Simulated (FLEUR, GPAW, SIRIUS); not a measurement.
## Ta: 3 runs at one level of theory

```
Ta
1.0
    -1.65128    1.65128    1.65128
     1.65128   -1.65128    1.65128
     1.65128    1.65128   -1.65128
Ta
1
Direct
  0.00000 0.00000 0.00000
```

Alike in all runs: task equation of state; functional WC; k mesh 11 × 11 × 11; occupations fermi-dirac, width 0.05 eV; no spin polarisation; no spin-orbit coupling.

| program and potentials | plane-wave cutoff (eV) | notes | equilibrium volume (Å³/atom) | bulk modulus (GPa) |
| --- | --- | --- | --- | --- |
| SIRIUS, all-electron FP-LAPW, apw+lo standard | - | - | 17.70 | 210.6 |
| FLEUR, all-electron, FLAPW | - | - | 17.71 | 211.7 |
| GPAW, PAW data sets generated for this functional | 600 | - | 17.73 | 211.2 |

The equilibrium volume spans 17.70 (SIRIUS, all-electron FP-LAPW, apw+lo standard) to 17.73 Å³/atom (GPAW, PAW data sets generated for this functional), with all-electron results at 17.70 to 17.71. The bulk modulus spans 210.6 (SIRIUS, all-electron FP-LAPW, apw+lo standard) to 211.7 GPa (FLEUR, all-electron, FLAPW), with all-electron results at 210.6 to 211.7. For a metal such a mesh isn't converged, which the comparison doesn't need.

The functional is the same throughout but for its coding, so the spread measures potentials, basis and numerics; runs on potential files found faulty are left out.
